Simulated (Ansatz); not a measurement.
Wurtzite InN, treated with PBE-D4 in Ansatz (plane waves, PAW).

Run with plane-wave cutoff 520 eV, 12×12×6 k mesh (along the axes of the cell as run), Fermi–Dirac smearing 0.01 eV, scalar-relativistic PAW data made under PBE.

Shape and atoms are relaxed at each volume.

Pressure at four volumes; x = ln(V/15.655 Å³). One pressure is withheld.

```json
[
 {"V (Å³/atom)": "15.029", "x": "-0.0408", "P (GPa)": "?"},
 {"V (Å³/atom)": "15.342", "x": "-0.0202", "P (GPa)": "2.75"},
 {"V (Å³/atom)": "15.655", "x": "0.0000", "P (GPa)": "0.00"},
 {"V (Å³/atom)": "16.281", "x": "0.0392", "P (GPa)": "-4.63"}
]
```

### Question
Pass a parabola P(x) through the three rows shown, estimate the bulk modulus and its pressure derivative near zero pressure, and predict the withheld pressure.

### Answer
Slopes between the rows: (0.00 − (2.75))/(0.0000 − (-0.0202)) = -136.14 and (-4.63 − (0.00))/(0.0392 − (0.0000)) = -118.11 GPa. Their difference over the span 0.0594 is c = 18.03/0.0594 = 303.5 GPa, so P(x) = 2.75 + (-136.14)(x − (-0.0202)) + 303.5 (x − (-0.0202))(x − (0.0000)). At the middle row B = −dP/dx = −[-136.14 + 303.5 × 0.0202] = 130.0 GPa, and B′ = dB/dP = 2c/B = 4.7. At x = -0.0408 the parabola gives 5.81 GPa; the run gives 5.82 GPa. The Birch–Murnaghan fit to the energies at all volumes has B0 = 129 GPa and B′ = 4.7.

Measured, for comparison: bulk modulus 126 GPa (room temperature, no zero-point or thermal correction; as tabulated in Phys. Rev. B 49, 14 (GaN and InN under pressure), abstract). Computed (rounded) less measured: bulk modulus +2 %. A static lattice is as a rule a little smaller and stiffer than an uncorrected measurement, which narrows the difference in the bulk modulus and would widen misses of the other sign.

Note: the gap of the solid is closed in this run; this level leaves the solid without a gap, although one is measured; the bulk modulus comes from volumes at which shape and atoms were relaxed.

Spin–orbit coupling is not included; it can open a gap where bands touch, and shift volumes and moduli.

Ansatz is a program for electronic structure.
